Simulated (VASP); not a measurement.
Here is a VASP 6.6.1 calculation.

The input INCAR:

```
SYSTEM = Cs
ALGO = Normal ; EDIFF = 1E-7
ENCUT = 520 ; GGA = BF
GGA_COMPAT = .FALSE. ; ISIF = 2
ISMEAR = 1 ; LASPH = .TRUE.
LCHARG = .FALSE. ; LORBIT = 11
LREAL = .FALSE. ; LSORBIT = .TRUE.
LUSE_VDW = .TRUE. ; LWAVE = .FALSE.
MAGMOM = 0 0 0 ; NELM = 60
PREC = Accurate ; SIGMA = 0.1
ZAB_VDW = -1.8867
```

File KPOINTS:

```
k-points
0
G
  5 5 5
  0 0 0
```

Contents of POSCAR:

```
Cs
5.6492
   -0.486807948028      0.486807948028      0.725277734901
    0.486807948028     -0.486807948028      0.725277734901
    0.486807948028      0.486807948028     -0.725277734901
Cs
1
Direct
    0.0000000000      0.0000000000      0.0000000000
```

KPOINTS_OPT

```
path GXYSGZS1NPY1Z,XP
20
line-mode
reciprocal
 0.0000000000  0.0000000000  0.0000000000  G
 0.0000000000  0.0000000000  0.5000000000  X

 0.0000000000  0.0000000000  0.5000000000  X
-0.2252561381  0.2252561381  0.5000000000  Y

-0.2252561381  0.2252561381  0.5000000000  Y
-0.3626280691  0.3626280691  0.3626280691  S

-0.3626280691  0.3626280691  0.3626280691  S
 0.0000000000  0.0000000000  0.0000000000  G

 0.0000000000  0.0000000000  0.0000000000  G
 0.5000000000  0.5000000000 -0.5000000000  Z

 0.5000000000  0.5000000000 -0.5000000000  Z
 0.3626280691  0.6373719309 -0.3626280691  S1

 0.3626280691  0.6373719309 -0.3626280691  S1
 0.0000000000  0.5000000000  0.0000000000  N

 0.0000000000  0.5000000000  0.0000000000  N
 0.2500000000  0.2500000000  0.2500000000  P

 0.2500000000  0.2500000000  0.2500000000  P
 0.5000000000  0.5000000000 -0.2252561381  Y1

 0.5000000000  0.5000000000 -0.2252561381  Y1
 0.5000000000  0.5000000000 -0.5000000000  Z

 0.0000000000  0.0000000000  0.5000000000  X
 0.2500000000  0.2500000000  0.2500000000  P
```

Potentials or basis: VASP PAW PBE potentials, release 64 (Cs_sv).

Command:

```sh
$ cat potpaw_PBE.64/Cs_sv/POTCAR > POTCAR
$ mpirun -np 1 vasp_ncl > vasp.out
```

(1) Predict the pressure.

Results:

(1) -0.1 GPa.

Caveat: the PAW data sets were made with another functional, which shifts forces and pressure a little.
